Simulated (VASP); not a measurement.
# KCl (Sylvite) (Fm-3m) in VASP: further runs

One crystal, KCl (Sylvite), is run at these levels: PBEsol; tasks: relaxation of cell and atoms.

All numbers are computed with VASP 6.6.1; they aren't measurements. Logs are shortened: lines on timing, memory, paths and dates and some standing lists are left out, and cuts for length are marked.

## (1) The structure

Symmetry: Fm-3m, No. 225, cubic system. The conventional cell has a = 6.254 Å, b = 6.254 Å, c = 6.254 Å, α = 90.00°, β = 90.00°, γ = 90.00°. K (site symmetry m-3m) has 6 Cl at 3.13 Å as nearest neighbours. Cl (site symmetry m-3m) has 6 K at 3.13 Å as nearest neighbours.

## (2) Relaxation of cell and atoms, PBEsol

INCAR reads:

```
SYSTEM = KCl
PREC = Accurate
ENCUT = 600
EDIFF = 1E-7
ISMEAR = 0
SIGMA = 0.03
LREAL = .False.
LASPH = .True.
NELM = 80
ALGO = Normal
ISIF = 3
LWAVE = .False.
LCHARG = .False.
GGA = PS
IBRION = 2
NSW = 90
EDIFFG = -0.005
```

KPOINTS reads:

```
regular mesh
0
Gamma
  8 8 8
  0 0 0
```

POSCAR reads:

```
KCl                                     
1.0
    0.0000000000      3.1269960053      3.1269960053
    3.1269960053      0.0000000000      3.1269960053
    3.1269960053      3.1269960053      0.0000000000
  K               Cl            
     1     1
Direct
     0.0000000000000000    0.0000000000000000    0.0000000000000000
     0.5000000000000000    0.5000000000000000    0.5000000000000000
```

Potentials or basis: VASP PAW PBE potentials, release 64 (K_sv, Cl).

Run with:

```
> cat potpaw_PBE.64/K_sv/POTCAR potpaw_PBE.64/Cl/POTCAR > POTCAR
> mpirun -np 1 vasp_std > vasp.out
```

OUTCAR:

```text
SYSTEM = KCl
   PREC = Accurate
   ENCUT = 600
   EDIFF = 1E-7
   ISMEAR = 0
   LREAL = .False.
   LASPH = .True.
   NELM = 80
   ISIF = 3
   GGA = PS
   IBRION = 2
   NSW = 90
   EDIFFG = -0.005

 ion  position               nearest neighbor table
   1  0.000  0.000  0.000-   2 3.13   2 3.13   2 3.13   2 3.13   2 3.13   2 3.13
   2  0.500  0.500  0.500-   1 3.13   1 3.13   1 3.13   1 3.13   1 3.13   1 3.13

  LATTYP: Found a face centered cubic cell.
 ALAT       =     6.2539920106

  Lattice vectors:

 A1 = (   0.0000000000,   3.1269960053,   3.1269960053)
 A2 = (   3.1269960053,   0.0000000000,   3.1269960053)
 A3 = (   3.1269960053,   3.1269960053,   0.0000000000)

Analysis of symmetry for initial positions (statically):
=====================================================================
 Subroutine PRICEL returns:
 Original cell was already a primitive cell.

 Routine SETGRP: Setting up the symmetry group for a
 face centered cubic supercell.

 Subroutine GETGRP returns: Found 48 space group operations
 (whereof 48 operations were pure point group operations)
 out of a pool of 48 trial point group operations.

The static configuration has the point symmetry O_h .

Analysis of symmetry for dynamics (positions and initial velocities):
=====================================================================
 Subroutine PRICEL returns:
 Original cell was already a primitive cell.

 Routine SETGRP: Setting up the symmetry group for a
 face centered cubic supercell.

 Subroutine GETGRP returns: Found 48 space group operations
 (whereof 48 operations were pure point group operations)
 out of a pool of 48 trial point group operations.

The dynamic configuration has the point symmetry O_h .

 Subroutine INISYM returns: Found 48 space group operations
 (whereof 48 operations are pure point group operations),
 and found     1 'primitive' translations

----------------------------------------------------------------------------------------

                                     Primitive cell

  volume of cell :      61.1522

  direct lattice vectors                    reciprocal lattice vectors
     0.000000000  3.126996005  3.126996005    -0.159897870  0.159897870  0.159897870
     3.126996005  0.000000000  3.126996005     0.159897870 -0.159897870  0.159897870
     3.126996005  3.126996005  0.000000000     0.159897870  0.159897870 -0.159897870

  length of vectors
     4.422240160  4.422240160  4.422240160     0.276951234  0.276951234  0.276951234

  position of ions in fractional coordinates (direct lattice)
     0.000000000  0.000000000  0.000000000
     0.500000000  0.500000000  0.500000000

  ion indices of the primitive-cell ions
   primitive index   ion index
                 1           1
                 2           2

----------------------------------------------------------------------------------------

 KPOINTS: regular mesh

Automatic generation of k-mesh.
 Grid dimensions read from file:
 generate k-points for:    8    8    8

 Generating k-lattice:

  Cartesian coordinates                     Fractional coordinates (reciprocal lattice)
    -0.019987234  0.019987234  0.019987234     0.125000000  0.000000000  0.000000000
     0.019987234 -0.019987234  0.019987234     0.000000000  0.125000000  0.000000000
     0.019987234  0.019987234 -0.019987234     0.000000000  0.000000000  0.125000000

  Length of vectors
     0.034618904  0.034618904  0.034618904

  Shift w.r.t. Gamma in fractional coordinates (k-lattice)
     0.000000000  0.000000000  0.000000000

 Subroutine IBZKPT returns following result:
 ===========================================

 Found     29 irreducible k-points:

 Following reciprocal coordinates:
            Coordinates               Weight
  0.000000  0.000000  0.000000      1.000000
  0.125000  0.000000  0.000000      8.000000
  0.250000  0.000000  0.000000      8.000000
  0.375000  0.000000  0.000000      8.000000
  0.500000  0.000000  0.000000      4.000000
  0.125000  0.125000  0.000000      6.000000
[... 16 lines left out ...]
  0.500000  0.250000  0.125000     48.000000
 -0.375000  0.250000  0.125000     24.000000
 [... further k-points ...]
   k-points           NKPTS =     29   k-points in BZ     NKDIM =     29   number of bands    NBANDS=     12
   number of dos      NEDOS =    301   number of ions     NIONS =      2
   total plane-waves  NPLWV =  46656
   dimension x,y,z NGX =    36 NGY =   36 NGZ =   36
   dimension x,y,z NGXF=    72 NGYF=   72 NGZF=   72
   ions per type =               1   1
   NGX,Y,Z   is equivalent  to a cutoff of  13.53, 13.53, 13.53 a.u.
   NGXF,Y,Z  is equivalent  to a cutoff of  27.07, 27.07, 27.07 a.u.
 SYSTEM =  KCl
   PREC   = accura    normal or accurate (medium, high low for compatibility)
   ISTART =      0    job   : 0-new  1-cont  2-samecut
   ICHARG =      2    charge: 1-file 2-atom 10-const
   ISPIN  =      1    spin polarized calculation?
   LNONCOLLINEAR =      F non collinear calculations
   LSORBIT =      F    spin-orbit coupling
   LASPH  =      T    aspherical Exc in radial PAW
   ENCUT  =  600.0 eV  44.10 Ry    6.64 a.u.   8.83  8.83  8.83*2*pi/ulx,y,z
   NELM   =     80;   NELMIN=  2; NELMDL= -5     # of ELM steps
   EDIFF  = 0.1E-06   stopping-criterion for ELM
   LREAL  =      F    real-space projection
   EDIFFG = -.5E-02   stopping-criterion for IOM
   NSW    =     90    number of steps for IOM
   IBRION =      2    ionic relax: 0-MD 1-quasi-New 2-CG
   NFREE  =      1    steps in history (QN), initial steepest desc. (CG)
   ISIF   =      3    stress and relaxation
   ISYM   =      2    0-nonsym 1-usesym 2-fastsym
   POTIM  = 0.5000    time-step for ionic-motion
   TEBEG  =    0.0;   TEEND  =   0.0 temperature during run
   PSTRESS=    0.0 pullay stress
   NELECT =      16.0000    total number of electrons
   NUPDOWN=      -1.0000    fix difference up-down
   EMIN   =  10.00;   EMAX   =-10.00  energy-range for DOS
   EFERMI =   0.00;   METHOD = LEGACY
   ISMEAR =     0;   SIGMA  =   0.03  broadening in eV -4-tet -1-fermi 0-gaus
   EFERMI_NEDOS =   21; number of points for ismear=-14 and -15
   IALGO  =     38    algorithm
   IMIX   =      4    mixing-type and parameters
     AMIX     =   0.40;   BMIX     =  1.00
     AMIX_MAG =   1.60;   BMIX_MAG =  1.00
  volume/ion in A,a.u.               =      30.58       206.34
  Fermi-wavevector in a.u.,A,eV,Ry     =   1.047074  1.978684 14.916946  1.096365
  Thomas-Fermi vector in A             =   2.181939
   LORBIT       =      0    0 simple, 1 ext, 2 COOP (PROOUT), +10 PAW based schemes
   GGA     = PS    functional components
   LHFCALC =     F    Hartree Fock is set to
   AEXX    =    0.0000 exact exchange contribution
   IVDW    =     0    specifies the selected vdW correction
   LEPSILON=     F    determine dielectric tensor
   LRPA    =     F    only Hartree local field effects (RPA)
 conjugate gradient relaxation of ions
 non-spin polarized calculation
 Gauss-broadening in eV      SIGMA  =   0.03
  energy-cutoff  :      600.00
  volume of cell :       61.15
 maximum number of plane-waves:      2085
   NGX = 17   NGY = 17   NGZ = 17

 number of electron      16.0000002 magnetization

 Free energy of the ion-electron system (eV)
  ---------------------------------------------------
  ext. energy  EPLUGINS =         0.00000000
  ---------------------------------------------------
  free energy    TOTEN  =        -7.02334572 eV

  energy without entropy =       -7.02334572  energy(sigma->0) =       -7.02334572

 E-fermi :  -1.6863     XC(G=0):  -7.8010

 val. band max:       -1.8317837794   @ k =   0.0000   0.0000   0.0000
 cond. band min:       3.2505629725   @ k =   0.0000   0.0000   0.0000
 fundamental gap:      5.0823467518
 Fermi energy:        -1.6863085586

 k-point     1 :       0.0000    0.0000    0.0000
  band No.  band energies     occupation
      1     -28.8310      2.00000
      2     -13.9445      2.00000
      3     -12.3583      2.00000
      4     -12.3583      2.00000
      5     -12.3583      2.00000
      6      -1.8318      2.00000
      7      -1.8318      2.00000
      8      -1.8318      2.00000
      9       3.2506      0.00000
     10       6.4694      0.00000
     11       6.4694      0.00000
     12       6.4694      0.00000

 k-point     2 :       0.1250    0.0000    0.0000
  band No.  band energies     occupation
      1     -28.8292      2.00000
      2     -13.9757      2.00000
      3     -12.3598      2.00000
      4     -12.3598      2.00000
      5     -12.3187      2.00000
      6      -2.0357      2.00000
      7      -1.8864      2.00000
      8      -1.8864      2.00000
      9       3.6373      0.00000
     10       6.3413      0.00000
     11       6.6708      0.00000
     12       6.6708      0.00000

 k-point     3 :       0.2500    0.0000    0.0000
  band No.  band energies     occupation
      1     -28.8248      2.00000
      2     -14.0457      2.00000
      3     -12.3634      2.00000
      4     -12.3634      2.00000
      5     -12.2282      2.00000
      6      -2.4579      2.00000
      7      -2.0130      2.00000
      8      -2.0130      2.00000
      9       4.5358      0.00000
     10       6.2418      0.00000
     11       7.2433      0.00000
     12       7.2433      0.00000

 k-point     4 :       0.3750    0.0000    0.0000
  band No.  band energies     occupation
      1     -28.8205      2.00000
      2     -14.1095      2.00000
      3     -12.3669      2.00000
      4     -12.3669      2.00000
      5     -12.1433      2.00000
      6      -2.8159      2.00000
      7      -2.1330      2.00000
      8      -2.1330      2.00000
      9       5.3602      0.00000
     10       6.4775      0.00000
     11       8.0859      0.00000
     12       8.0859      0.00000

 k-point     5 :       0.5000    0.0000    0.0000
  band No.  band energies     occupation
      1     -28.8187      2.00000
      2     -14.1345      2.00000
      3     -12.3684      2.00000
      4     -12.3684      2.00000
      5     -12.1094      2.00000
      6      -2.9512      2.00000
      7      -2.1810      2.00000
      8      -2.1810      2.00000
      9       5.6453      0.00000
     10       6.7267      0.00000
     11       8.7072      0.00000
     12       8.7072      0.00000
[... 228 lines left out ...]
      1     -28.8152      2.00000
      2     -13.8370      2.00000
      3     -12.5177      2.00000
      4     -12.4206      2.00000
      5     -12.4206      2.00000
      6      -2.5198      2.00000
      7      -2.0643      2.00000
      8      -2.0643      2.00000
      9       4.5501      0.00000
     10       6.4786      0.00000
     11       8.1795      0.00000
     12       8.3895      0.00000

 k-point    22 :       0.3750    0.2500    0.1250
  band No.  band energies     occupation
      1     -28.8217      2.00000
      2     -14.0282      2.00000
      3     -12.4008      2.00000
      4     -12.3723      2.00000
      5     -12.2341      2.00000
      6      -2.5795      2.00000
      7      -2.0767      2.00000
      8      -2.0356      2.00000
      9       5.0927      0.00000
     10       5.6324      0.00000
     11       7.8382      0.00000
     12       8.0757      0.00000

 k-point    23 :       0.5000    0.2500    0.1250
  band No.  band energies     occupation
      1     -28.8183      2.00000
      2     -14.0386      2.00000
      3     -12.4172      2.00000
      4     -12.3844      2.00000
      5     -12.2134      2.00000
      6      -2.6908      2.00000
      7      -2.1947      2.00000
      8      -2.1440      2.00000
      9       5.6937      0.00000
     10       6.0509      0.00000
     11       8.1552      0.00000
     12       8.4308      0.00000

 k-point    24 :      -0.3750    0.2500    0.1250
  band No.  band energies     occupation
      1     -28.8169      2.00000
      2     -14.0426      2.00000
      3     -12.4192      2.00000
      4     -12.3949      2.00000
      5     -12.2044      2.00000
      6      -2.7230      2.00000
      7      -2.2578      2.00000
      8      -2.1854      2.00000
      9       5.9149      0.00000
     10       6.4378      0.00000
     11       8.2311      0.00000
     12       8.3227      0.00000

 [... further k-points ...]

------------------------ aborting loop because EDIFF is reached ----------------------------------------

  FORCE on cell =-STRESS in cart. coord.  units (eV):
  Direction    XX          YY          ZZ          XY          YZ          ZX
  --------------------------------------------------------------------------------------
  -------------------------------------------------------------------------------------
  Total       -0.0039397     -0.0039397     -0.0039397      0.0000000      0.0000000      0.0000000
  in kB       -0.1032198     -0.1032198     -0.1032198      0.0000000      0.0000000      0.0000000
  external PRESSURE =      -0.1032198 kB  Pullay stress =       0.0000000 kB

 VOLUME and BASIS-vectors are now :
 -----------------------------------------------------------------------------
  energy-cutoff  :      600.00
  volume of cell :       61.15
      direct lattice vectors                 reciprocal lattice vectors
     0.000000000  3.126996005  3.126996005    -0.159897870  0.159897870  0.159897870
     3.126996005  0.000000000  3.126996005     0.159897870 -0.159897870  0.159897870
     3.126996005  3.126996005  0.000000000     0.159897870  0.159897870 -0.159897870

 POSITION                                       TOTAL-FORCE (eV/Angst)
 -----------------------------------------------------------------------------------
      0.00000      0.00000      0.00000         0.000000      0.000000      0.000000
      3.12700      3.12700      3.12700        -0.000000     -0.000000     -0.000000
 -----------------------------------------------------------------------------------
    total drift:                                0.000000      0.000000      0.000000

  FREE ENERGIE OF THE ION-ELECTRON SYSTEM (eV)
  ---------------------------------------------------
  free  energy   TOTEN  =        -7.0233457211 eV

  energy  without entropy=       -7.0233457211  energy(sigma->0) =       -7.02334572

 reached required accuracy - stopping structural energy minimisation
```

Run time: 17 s. Hardware: 1 thread of AMD EPYC 9R45 (Zen 5), shared host; peak memory 0.18 GiB.

Results:

```
Free energy             : -7.0233 eV
Pressure after relaxing : 0.0 GPa
Band gap on the k mesh  : 5.08 eV, direct
```

Final structure:
```xyz
2
Lattice="0.0000 3.1270 3.1270 3.1270 0.0000 3.1270 3.1270 3.1270 0.0000" Properties=species:S:1:pos:R:3 pbc="T T T"
K     0.0000    0.0000    0.0000
Cl    3.1270    3.1270    3.1270
```

Caveat: the relaxation stopped at its first step, so nothing moved; the PAW data sets were made with another functional, which shifts forces and pressure a little. PBEsol gaps usually lie below the measured ones, often by a third to a half.

(Continued in part 2 of 2.)
